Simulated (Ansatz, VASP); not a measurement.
## Two plane-wave programs on HfC

Contents of INCAR:

```
PREC = Accurate
ENCUT = 520
EDIFF = 1E-6
ISMEAR = 0
SIGMA = 0.05
LREAL = False
LASPH = True
NELM = 60
ALGO = Normal
ISIF = 2
LWAVE = False
LCHARG = False
GGA = PE
NBANDS = 14
```

KPOINTS

```
Automatic mesh
0
Gamma
  6 6 6
```

File POSCAR:

```
HfC
1.0
    2.8992608694      0.0000000000      0.0000000000
    0.0000000000      2.8992608694      0.0000000000
    0.0000000000      0.0000000000      2.8992608694
Hf C
1 1
Direct
    0.0000000000      0.0000000000      0.0000000000
    0.5000000000      0.5000000000      0.5000000000
```

Input for Ansatz:

```yaml
crystal:
  lattice:
    - [2.8992608694, 0.0, 0.0]
    - [0.0, 2.8992608694, 0.0]
    - [0.0, 0.0, 2.8992608694]
  atoms:
    - { symbol: Hf, position: [0.0, 0.0, 0.0] }
    - { symbol: C, position: [0.5, 0.5, 0.5] }
basis:
  ecutwfc: 420
kpoints:
  mp_grid: { grid: [6, 6, 6] }
hamiltonian:
  xc: pbe
scf:
  occupations: { method: gaussian, width: 0.05 }
output:
  forces: true
  stress: true
  eigenvalues: true
```

The cell comes from a database or a generator and needn't be the stable form of this composition.

Alike in both runs: task single point; functional PBE; k mesh 6 × 6 × 6; occupations gaussian, width 0.05 eV; no spin polarisation.

```csv
,VASP,Ansatz
version,VASP 6.6.1,Ansatz 0.2.0
potentials or method,"VASP PAW PBE potentials, release 64 (Hf_pv, C)","scalar-relativistic, plane waves, PAW"
plane-wave cutoff (eV),520,420
valence electrons in the cell,14,30
```

```tsv
	VASP	Ansatz	Ansatz less VASP
gap on the k mesh at the Fermi level (eV)	none	none	-
pressure (GPa)	-0.9	0.4	+1.31
```

A gap of «none» marks a metal or a gap that the smearing closes. The two sets of potentials don't hold the same shells in valence.

Caveats: the k mesh is coarse (spacing up to 0.36 Å⁻¹), so the values aren't converged. Spin-orbit coupling is left out, which matters for the levels of Hf.
